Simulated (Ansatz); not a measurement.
Runs of Ansatz 0.2.0 on TaN. Symmetry: P-62m, No. 189, hexagonal system. The conventional cell has a = 5.196 Å, b = 5.196 Å, c = 2.911 Å, α = 90.00°, β = 90.00°, γ = 120.00°. Around Ta (site symmetry -62m) lie 3 N at 2.04 Å. Ta (site symmetry -6) has 6 N at 2.16 Å as nearest neighbours. N (site symmetry m2m) is surrounded by 5 Ta at 2.04 to 2.16 Å. 

```tsv
task	level	cell	smearing	gap on the mesh (eV)	pressure (GPa)	relaxed volume (Å³/atom)
relaxation of cell and atoms	PBE+D3(BJ)	relaxed	fermi-dirac 0.05 eV	none	0.0	(b)
relaxation of cell and atoms	PBEsol+D3(BJ)	relaxed	fermi-dirac 0.05 eV	none	0.0	11.00
relaxation of cell and atoms	RPBE+D3(BJ)	relaxed	fermi-dirac 0.05 eV	none	0.0	(a)
relaxation of cell and atoms	revPBE+D3(BJ)	relaxed	fermi-dirac 0.05 eV	none	0.0	11.19
single point	PBE	as given	gaussian 0.012 eV	none	4.9	-
```

Alike in all rows: potentials or basis Ansatz PAW; no spin polarisation; k mesh 6 × 6 × 9; cutoff (eV) 420.

Problem. Estimate the missing entries.

Solution. (a) 10.31; (b) 11.29.

Caveats: the plane-wave basis is chosen anew once the cell has moved, so the energies of steps on either side of that aren't comparable (some runs); pairwise dispersion overbinds metals, which lowers pressure and volume (some runs); the PAW data sets come from PBE, with cores solved anew for the run's functional, which leaves a small shift of forces and pressure (some runs).

A k mesh can miss the band edges, and the runs leave out spin-orbit coupling on Ta.

A gap of «none» marks a metal or a gap under the smearing width.
